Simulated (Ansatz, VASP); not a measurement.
## One calculation of CO2, two programs

```
CELL_PARAMETERS angstrom
2.67060 -2.41879 0.00000
2.67060 2.41879 0.00000
0.00000 0.00000 6.67386
ATOMIC_POSITIONS crystal
O 0.30651 0.69349 0.60816
O 0.69349 0.30651 0.39184
O 0.19349 0.80651 0.10816
O 0.80651 0.19349 0.89184
C 0.50000 0.50000 0.50000
C 0.00000 0.00000 0.00000
```

Change from the starting cell: volume scaled by 1.04.

Alike in both runs: task single point; functional PBEsol; k mesh 8 × 8 × 4; occupations fermi-dirac, width 0.05 eV; no spin polarisation.

|  | VASP | Ansatz |
| --- | --- | --- |
| version | VASP 6.6.1 | Ansatz 0.2.0 |
| potentials or method | VASP PAW PBE potentials, release 64 (O, C), cutoff 520 eV | all-electron LAPW, scalar-relativistic |

|  | VASP | Ansatz | Ansatz less VASP |
| --- | --- | --- | --- |
| gap on the k mesh at the Fermi level (eV) | 6.36 | 6.39 | +0.027 |
| least direct gap on the mesh (eV) | 6.89 | 6.92 | +0.028 |
| pressure (GPa) | -2.1 | -3.7 | -1.58 |
| largest component of the traceless stress (GPa) | 2.73 | 4.60 | +1.864 |
| rms of the force components (eV/Å) | 0.427 | 0.730 | +0.3032 |

Atom by atom the forces differ by 0.303 eV/Å (rms over components). Ansatz ran all-electron here, so the differences hold the error of VASP's frozen core and of both bases.

Caveats: the standard files for N, O and F lose accuracy on very short bonds (VASP); the PAW data sets were made with another functional, which shifts forces and pressure a little (VASP); forces of over 1 eV/Å show positions far from the minimum, so gaps and moduli don't describe the material at rest (Ansatz). A k mesh can miss the band edges.
